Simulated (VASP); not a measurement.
# Mo (Im-3m) in VASP: a series of runs

The runs below take Mo through relaxation of cell and atoms, with LDA.

Program: VASP 6.6.1. These are calculated values, not measurements. Logs are shortened: lines on timing, memory, paths and dates and some standing lists are left out, and cuts for length are marked.

**1. The crystal as given**

It takes space group Im-3m (No. 229, cubic). Conventional cell: a = 3.147 Å, b = 3.147 Å, c = 3.147 Å, α = 90.00°, β = 90.00°, γ = 90.00°. Mo (site symmetry m-3m) is surrounded by 8 Mo at 2.73 Å.

**2. Relaxation of cell and atoms, LDA, target pressure 45 GPa, at which the enthalpy is minimised**

INCAR reads:

```
  ALGO = Normal
  EDIFF = 1E-7
  EDIFFG = -0.002
  ENCUT = 520
  GGA = CA
  IBRION = 2
  ISIF = 3
  ISMEAR = 0
  LASPH = True
  LCHARG = False
  LREAL = False
  LWAVE = False
  NELM = 100
  NSW = 80
  PREC = Accurate
  PSTRESS = 450.0
  SIGMA = 0.1
```

KPOINTS reads:

```
k-points
0
Gamma
  18 18 18
```

POSCAR reads:

```
Mo
1.0
   -1.5734150000      1.5734150000      1.5734150000
    1.5734150000     -1.5734150000      1.5734150000
    1.5734150000      1.5734150000     -1.5734150000
Mo
1
Direct
    0.0000000000      0.0000000000      0.0000000000
```

Potentials or basis: VASP PAW LDA potentials, release 64 (Mo_sv).

Command:

```
> cat potpaw_LDA.64/Mo_sv/POTCAR > POTCAR
> mpirun -np 1 vasp_std > vasp.out
```

OUTCAR:

```text
EDIFF = 1E-7
   EDIFFG = -0.002
   ENCUT = 520
   GGA = CA
   IBRION = 2
   ISIF = 3
   ISMEAR = 0
   LASPH = True
   LREAL = False
   NELM = 100
   NSW = 80
   PREC = Accurate
   PSTRESS = 450.0

 ion  position               nearest neighbor table
   1  0.000  0.000  0.000-

  LATTYP: Found a body centered cubic cell.
 ALAT       =     3.1468300000

  Lattice vectors:

 A1 = (  -1.5734150000,   1.5734150000,   1.5734150000)
 A2 = (   1.5734150000,  -1.5734150000,   1.5734150000)
 A3 = (   1.5734150000,   1.5734150000,  -1.5734150000)

Analysis of symmetry for initial positions (statically):
=====================================================================
 Subroutine PRICEL returns:
 Original cell was already a primitive cell.

 Routine SETGRP: Setting up the symmetry group for a
 body centered cubic supercell.

 Subroutine GETGRP returns: Found 48 space group operations
 (whereof 48 operations were pure point group operations)
 out of a pool of 48 trial point group operations.

The static configuration has the point symmetry O_h .

Analysis of symmetry for dynamics (positions and initial velocities):
=====================================================================
 Subroutine PRICEL returns:
 Original cell was already a primitive cell.

 Routine SETGRP: Setting up the symmetry group for a
 body centered cubic supercell.

 Subroutine GETGRP returns: Found 48 space group operations
 (whereof 48 operations were pure point group operations)
 out of a pool of 48 trial point group operations.

The dynamic configuration has the point symmetry O_h .

 Subroutine INISYM returns: Found 48 space group operations
 (whereof 48 operations are pure point group operations),
 and found     1 'primitive' translations

----------------------------------------------------------------------------------------

                                     Primitive cell

  volume of cell :      15.5808

  direct lattice vectors                    reciprocal lattice vectors
    -1.573415000  1.573415000  1.573415000     0.000000000  0.317780115  0.317780115
     1.573415000 -1.573415000  1.573415000     0.317780115  0.000000000  0.317780115
     1.573415000  1.573415000 -1.573415000     0.317780115  0.317780115  0.000000000

  length of vectors
     2.725234721  2.725234721  2.725234721     0.449408949  0.449408949  0.449408949

  position of ions in fractional coordinates (direct lattice)
     0.000000000  0.000000000  0.000000000

  ion indices of the primitive-cell ions
   primitive index   ion index
                 1           1

----------------------------------------------------------------------------------------

 KPOINTS: k-points

Automatic generation of k-mesh.
 Grid dimensions read from file:
 generate k-points for:   18   18   18

 Generating k-lattice:

  Cartesian coordinates                     Fractional coordinates (reciprocal lattice)
     0.000000000  0.017654451  0.017654451     0.055555556  0.000000000  0.000000000
     0.017654451  0.000000000  0.017654451     0.000000000  0.055555556  0.000000000
     0.017654451  0.017654451  0.000000000     0.000000000  0.000000000  0.055555556

  Length of vectors
     0.024967164  0.024967164  0.024967164

  Shift w.r.t. Gamma in fractional coordinates (k-lattice)
     0.000000000  0.000000000  0.000000000

 Subroutine IBZKPT returns following result:
 ===========================================

 Found    195 irreducible k-points:

 Following reciprocal coordinates:
            Coordinates               Weight
  0.000000  0.000000  0.000000      1.000000
  0.055556  0.000000  0.000000     12.000000
  0.111111  0.000000  0.000000     12.000000
  0.166667  0.000000  0.000000     12.000000
  0.222222  0.000000  0.000000     12.000000
  0.277778  0.000000  0.000000     12.000000
[... 16 lines left out ...]
  0.333333  0.111111 -0.000000     48.000000
  0.388889  0.111111  0.000000     48.000000
 [... further k-points ...]
   k-points           NKPTS =    195   k-points in BZ     NKDIM =    195   number of bands    NBANDS=     11
   number of dos      NEDOS =    301   number of ions     NIONS =      1
   total plane-waves  NPLWV =   8000
   dimension x,y,z NGX =    20 NGY =   20 NGZ =   20
   dimension x,y,z NGXF=    40 NGYF=   40 NGZF=   40
   ions per type =               1
   NGX,Y,Z   is equivalent  to a cutoff of  12.20, 12.20, 12.20 a.u.
   NGXF,Y,Z  is equivalent  to a cutoff of  24.40, 24.40, 24.40 a.u.
 SYSTEM =  unknown system
   PREC   = accura    normal or accurate (medium, high low for compatibility)
   ISTART =      0    job   : 0-new  1-cont  2-samecut
   ICHARG =      2    charge: 1-file 2-atom 10-const
   ISPIN  =      1    spin polarized calculation?
   LNONCOLLINEAR =      F non collinear calculations
   LSORBIT =      F    spin-orbit coupling
   LASPH  =      T    aspherical Exc in radial PAW
   ENCUT  =  520.0 eV  38.22 Ry    6.18 a.u.   5.07  5.07  5.07*2*pi/ulx,y,z
   NELM   =    100;   NELMIN=  2; NELMDL= -5     # of ELM steps
   EDIFF  = 0.1E-06   stopping-criterion for ELM
   LREAL  =      F    real-space projection
   EDIFFG = -.2E-02   stopping-criterion for IOM
   NSW    =     80    number of steps for IOM
   IBRION =      2    ionic relax: 0-MD 1-quasi-New 2-CG
   NFREE  =      1    steps in history (QN), initial steepest desc. (CG)
   ISIF   =      3    stress and relaxation
   ISYM   =      2    0-nonsym 1-usesym 2-fastsym
   POTIM  = 0.5000    time-step for ionic-motion
   TEBEG  =    0.0;   TEEND  =   0.0 temperature during run
   PSTRESS=  450.0 pullay stress
   NELECT =      14.0000    total number of electrons
   NUPDOWN=      -1.0000    fix difference up-down
   EMIN   =  10.00;   EMAX   =-10.00  energy-range for DOS
   EFERMI =   0.00;   METHOD = LEGACY
   ISMEAR =     0;   SIGMA  =   0.10  broadening in eV -4-tet -1-fermi 0-gaus
   EFERMI_NEDOS =   21; number of points for ismear=-14 and -15
   IALGO  =     38    algorithm
   IMIX   =      4    mixing-type and parameters
     AMIX     =   0.40;   BMIX     =  1.00
     AMIX_MAG =   1.60;   BMIX_MAG =  1.00
  volume/ion in A,a.u.               =      15.58       105.14
  Fermi-wavevector in a.u.,A,eV,Ry     =   1.579747  2.985289 33.954710  2.495601
  Thomas-Fermi vector in A             =   2.680079
   LORBIT       =      0    0 simple, 1 ext, 2 COOP (PROOUT), +10 PAW based schemes
   GGA     = CA    functional components
   LHFCALC =     F    Hartree Fock is set to
   AEXX    =    0.0000 exact exchange contribution
   IVDW    =     0    specifies the selected vdW correction
   LEPSILON=     F    determine dielectric tensor
   LRPA    =     F    only Hartree local field effects (RPA)
 conjugate gradient relaxation of ions
 non-spin polarized calculation
 Gauss-broadening in eV      SIGMA  =   0.10
  energy-cutoff  :      520.00
  volume of cell :       15.58
 maximum number of plane-waves:       432
   NGX = 11   NGY = 11   NGZ = 11

--------------------------------------- Ionic step        1  -------------------------------------------

 number of electron      14.0000001 magnetization

 Free energy of the ion-electron system (eV)
  ---------------------------------------------------
  ext. energy  EPLUGINS =         0.00000000
  ---------------------------------------------------
  free energy    TOTEN  =       -12.11868388 eV

  energy without entropy =      -12.11629526  energy(sigma->0) =      -12.11748957

------------------------ aborting loop because EDIFF is reached ----------------------------------------

  FORCE on cell =-STRESS in cart. coord.  units (eV):
  Direction    XX          YY          ZZ          XY          YZ          ZX
  --------------------------------------------------------------------------------------
  -------------------------------------------------------------------------------------
  Total       -0.8007127     -0.8007127     -0.8007127     -0.0000000     -0.0000000      0.0000000
  in kB      -82.3374591    -82.3374591    -82.3374591     -0.0000000     -0.0000000      0.0000000
  external PRESSURE =    -532.3374591 kB  Pullay stress =     450.0000000 kB
[... 90 lines left out ...]
  FREE ENERGIE OF THE ION-ELECTRON SYSTEM (eV)
  ---------------------------------------------------
  free  energy   TOTEN  =       -12.0560774796 eV

  energy  without entropy=      -12.0539492085  energy(sigma->0) =      -12.05501334

  enthalpy is  TOTEN    =        -8.1016107346 eV   P V=        3.9544667450

[... ionic steps 4 to 13 ...]

--------------------------------------- Ionic step       14  -------------------------------------------

 number of electron      14.0000002 magnetization

------------------------ aborting loop because EDIFF is reached ----------------------------------------

  FORCE on cell =-STRESS in cart. coord.  units (eV):
  Direction    XX          YY          ZZ          XY          YZ          ZX
  --------------------------------------------------------------------------------------
  -------------------------------------------------------------------------------------
  Total        3.7468813      3.7468813      3.7468813      0.0000000     -0.0000000      0.0000000
  in kB      447.0815254    447.0815254    447.0815254      0.0000000     -0.0000000      0.0000000
  external PRESSURE =      -2.9184746 kB  Pullay stress =     450.0000000 kB
[... 59 lines left out ...]
  enthalpy is  TOTEN    =        -8.1455006713 eV   P V=        3.7674568483

--------------------------------------- Ionic step       16  -------------------------------------------

 number of electron      14.0000002 magnetization

 Free energy of the ion-electron system (eV)
  ---------------------------------------------------
  ext. energy  EPLUGINS =         0.00000000
  ---------------------------------------------------
  free energy    TOTEN  =       -11.91446493 eV

  energy without entropy =      -11.91173107  energy(sigma->0) =      -11.91309800

 E-fermi :  15.1623     XC(G=0): -14.4760

 val. band max:       15.1256759772   @ k =  -0.4444   0.5000   0.0556
 cond. band min:      15.1646701650   @ k =  -0.1667   0.2778   0.0556
 fundamental gap:      0.0389941878
 Fermi energy:        15.1622867968

 k-point     1 :       0.0000    0.0000    0.0000
  band No.  band energies     occupation
      1     -45.9438      2.00000
      2     -18.9208      2.00000
      3     -18.9208      2.00000
      4     -18.9208      2.00000
      5       7.4636      2.00000
      6      13.3856      2.00000
      7      13.3856      2.00000
      8      13.3856      2.00000
      9      17.0003      0.00000
     10      17.0003      0.00000
     11      30.0888      0.00000
[... 309 lines left out ...]
 k-point    24 :       0.3889    0.1111    0.0000
  band No.  band energies     occupation
      1     -45.4500      2.00000
      2     -21.0463      2.00000
      3     -19.6953      2.00000
      4     -19.0486      2.00000
      5       9.2961      2.00000
      6      11.0973      2.00000
      7      15.4251      0.00020
      8      16.9797      0.00000
      9      18.4719      0.00000
     10      21.7860      0.00000
     11      28.2806      0.00000

 [... further k-points ...]
[... 5 lines left out ...]
  --------------------------------------------------------------------------------------
  -------------------------------------------------------------------------------------
  Total        3.7694412      3.7694412      3.7694412     -0.0000000     -0.0000000      0.0000000
  in kB      450.0573309    450.0573309    450.0573309     -0.0000000     -0.0000000      0.0000000
  external PRESSURE =       0.0573309 kB  Pullay stress =     450.0000000 kB
[... 16 lines left out ...]
  FREE ENERGIE OF THE ION-ELECTRON SYSTEM (eV)
  ---------------------------------------------------
  free  energy   TOTEN  =       -11.9144649322 eV

  energy  without entropy=      -11.9117310702  energy(sigma->0) =      -11.91309800

  enthalpy is  TOTEN    =        -8.1455039042 eV   P V=        3.7689610280

 reached required accuracy - stopping structural energy minimisation
```

Run time: 77 s. Hardware: 1 thread of Intel Xeon 6975P-C (Granite Rapids), shared host; peak memory 0.16 GiB.

What came out:

```
Free energy                                            : -11.9145 eV
Relaxed volume                                         : 13.42 Å³/atom
Relaxed cell                                           : a = 2.593 Å, b = 2.593 Å, c = 2.593 Å, α = 109.47°, β = 109.47°, γ = 109.47°
Space group after relaxing (to 0.05 Å)                 : Im-3m (No. 229)
Energy change on relaxing (the enthalpy is what falls) : +204.2 meV/atom
Ionic steps                                            : 16
Pressure after relaxing                                : 45.0 GPa
Band gap on the k mesh                                 : none (metal or under the smearing width)
```

The path:
```
step  energy change (eV)  largest force (eV/Å)  pressure (GPa)  volume (Å³)
   1              0.0000                0.0000           -8.23        15.58
   2             16.3741                0.0000         1198.53         6.58
   3              0.0626                0.0000           24.44        14.08
   4              0.1259                0.0000           34.62        13.73
   5              0.2062                0.0000           45.25        13.41
   6              0.1947                0.0000           43.83        13.45
   7              0.1956                0.0000           43.92        13.45
   8              0.1981                0.0000           44.24        13.44
   9              0.1981                0.0000           44.23        13.44
  10              0.1982                0.0000           44.25        13.44
  11              0.1985                0.0000           44.28        13.44
  12              0.1990                0.0000           44.35        13.44
  13              0.1999                0.0000           44.47        13.43
  14              0.2018                0.0000           44.71        13.43
  15              0.2057                0.0000           45.18        13.41
  16              0.2042                0.0000           45.01        13.42
```

Final structure:
```yaml
crystal:
  lattice:
    - [-1.49699, 1.49699, 1.49699]
    - [1.49699, -1.49699, 1.49699]
    - [1.49699, 1.49699, -1.49699]
  atoms:
    - { symbol: Mo, position: [0.00000, 0.00000, 0.00000] }
```

Caveat: the cell is relaxed towards a set pressure, so the enthalpy falls and the energy may rise. LDA usually gives volumes a few per cent too small.

(Part 1 of 2 ends here.)
